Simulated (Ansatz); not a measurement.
Au:

```xyz
1
Lattice="-1.6573 1.6573 1.6573 1.6573 -1.6573 1.6573 1.6573 1.6573 -1.6573" Properties=species:S:1:pos:R:3 pbc="T T T"
Au    0.0000    0.0000    0.0000
```

This isn't the form of Au at room conditions, which is fcc.

Program: Ansatz 0.2.0. Alike in all runs: task band structure; potentials or basis Ansatz PAW; cell as given; smearing fermi-dirac 0.05 eV.

**Question.** Order these runs on this cell by their pressure, lowest first.
A. level r2SCAN; spin off; k mesh 11 × 11 × 11; cutoff (eV) 500
B. level BLYP; spin off; k mesh 11 × 11 × 11; cutoff (eV) 420
C. level revPBE; spin off; k mesh 11 × 11 × 11; cutoff (eV) 420
D. level PBEsol; spin SOC, no magnetisation; k mesh 8 × 8 × 8; cutoff (eV) 420
E. level r2SCAN; spin SOC, no magnetisation; k mesh 8 × 8 × 8; cutoff (eV) 500

**Answer.** D (-10.8 GPa), E (-6.2 GPa), A (-4.1 GPa), C (1.8 GPa), B (9.1 GPa).

Caveats: the PAW data sets come from PBE, with cores solved anew for the run's functional, which leaves a small shift of forces and pressure.

Runs at the PBE level aren't shown here.
